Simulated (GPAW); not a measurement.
Crystal: MgSe.

```
Se Mg
1.0
     0.00000    2.72550    2.72550
     2.72550    0.00000    2.72550
     2.72550    2.72550    0.00000
Se Mg
1 1
Cartesian
  2.7255 2.7255 2.7255
  0.0000 0.0000 0.0000
```

Base run:

| Quantity | Value |
| --- | --- |
| Program | GPAW 26.7.0 |
| Functional | PBEsol |
| Potentials or basis | PAW data sets generated in the run's folder for this functional |
| Cutoff | 800 eV |
| Basis | pw |
| k mesh | 8 × 8 × 8 |
| Occupations | gaussian, width 0.1 eV |
| Spin | no spin polarisation |

Its results: band gap on the k mesh 1.78 eV, indirect (least direct gap 2.52 eV); pressure 0.0 GPa.

Problem. The run is repeated on the same cell with these changes: functional from PBEsol to PBE; potentials or basis from PAW data sets generated in the run's folder for this functional to GPAW PAW data sets (gpaw-data 1.2.1). What comes out?

Solution. Band gap on the k mesh 1.82 eV, indirect (least direct gap 2.62 eV); pressure 2.0 GPa.

A k mesh can miss the band edges.
